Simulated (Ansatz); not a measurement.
## BN (R3m), two-dimensional strain map

Theory: DFT LDA, scalar-relativistic, plane waves, PAW in Ansatz 0.2.0. Cutoff 420 eV, Γ-centred 12×12×12 k-points, Gaussian smearing of 0.05 eV. No spin polarisation. Energies are free energies at this smearing, counted from the undisturbed cell; pressure is positive in compression.

Zero of the scan (as given, not relaxed at this level; it stands at -4.2 GPa; this form isn't the usual structure):

```xyz
2
Lattice="1.2511 0.7223 3.3729 -1.2511 0.7223 3.3729 0.0000 -1.4447 3.3729" Properties=species:S:1:pos:R:3 pbc="T T T"
B     0.0000    0.0000   10.1155
N     0.0000    0.0000    3.3672
```

The cell holds layers and no dispersion correction was added, so their binding is poorly described.

The cell is strained by p along both x and y and by q along z, fractional coordinates fixed. Points are written (p, q).

Energy above the undisturbed cell in meV/atom (a dash: not computed):

```
 p \ q  -0.080  -0.040  0.000  0.040  0.080
-0.080   421.3   420.1  421.5  424.1  427.1
-0.040    79.9    78.5   79.9   82.4   85.5
 0.000     0.0    -1.3    0.0    2.7    5.9
 0.040   113.1   112.2  113.7  116.6  120.1
 0.080   366.3   366.1  368.1  371.4  375.1
```

Pressure in GPa:

```
 p \ q  -0.080  -0.040  0.000  0.040  0.080
-0.080    86.7    82.6   79.0   75.8   72.9
-0.040    33.2    31.3   29.8   28.5   27.3
 0.000    -3.7    -4.1   -4.2   -4.2   -4.2
 0.040   -28.8   -28.1  -27.2  -26.4  -25.5
 0.080   -45.1   -43.7  -42.3  -40.8  -39.4
```

Gap on the k-mesh in eV:

```csv
p \ q,-0.080,-0.040,0.000,0.040,0.080
-0.080,4.34,4.43,4.52,4.26,4.07
-0.040,4.11,4.24,4.32,4.39,4.30
0.000,3.86,4.01,4.11,4.18,4.24
0.040,3.63,3.76,3.89,3.96,4.02
0.080,3.39,3.52,3.64,3.73,3.79
```

Cost: 25 runs of about 2.4 core-minutes in all, on Intel Xeon Processor @ 2.50GHz (Skylake/Cascade Lake) (shared hosts).